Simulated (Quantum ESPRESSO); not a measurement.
AlN: zone-centre phonons and dielectric response under several settings

```
Al N
1.0
     3.11300    0.00000    0.00000
    -1.55650    2.69594    0.00000
     0.00000    0.00000    4.98100
Al N
2 2
Direct
  0.66667 0.33333 0.50000
  0.33333 0.66667 0.00000
  0.66667 0.33333 0.88000
  0.33333 0.66667 0.38000
```

All runs used Quantum ESPRESSO 7.5; potentials GBRV 1.5 PBE; k mesh 6 × 6 × 4, shifted; no spin polarisation; cutoff 612 eV; occupations smeared at first, fixed for the response.

```csv
level,geometry,volume (Å³/atom),pressure (GPa),lowest optical mode without the field (cm⁻¹),highest optical mode without the field (cm⁻¹),highest mode with the field (cm⁻¹),ε∞ (mean),ε0 (mean),Born charge of atom 1 (e),sum of the Born charges (e)
PBE,relaxed at 0 GPa,10.67,0.0,236,706,860,4.60,8.9,2.58,-0.03
PBE,relaxed at 5 GPa,10.41,5.0,236,726,882,4.55,8.6,2.58,-0.03
PBE,relaxed at 10 GPa,?,10.0,?,?,?,?,?,?,?
PBE,relaxed at 20 GPa,9.78,20.1,235,779,939,4.44,8.0,2.58,-0.03
PBE,relaxed at 40 GPa,9.14,40.1,234,841,999,4.34,7.6,2.57,-0.02
```

**Question.** What stands in the row left open?

**Answer.** Volume 10.18 Å³/atom; lowest optical mode without the field 235 cm⁻¹; highest optical mode without the field 744 cm⁻¹; highest mode with the field 903 cm⁻¹; ε∞ 4.51; ε0 8.4; Born charge of atom 1 2.58 e; sum of the Born charges -0.03 e.

Caveats: the cell is more than 3 GPa from zero pressure, which shifts response properties (some runs).

For the row left open. Caveat: the cell is more than 3 GPa from zero pressure, which shifts response properties.
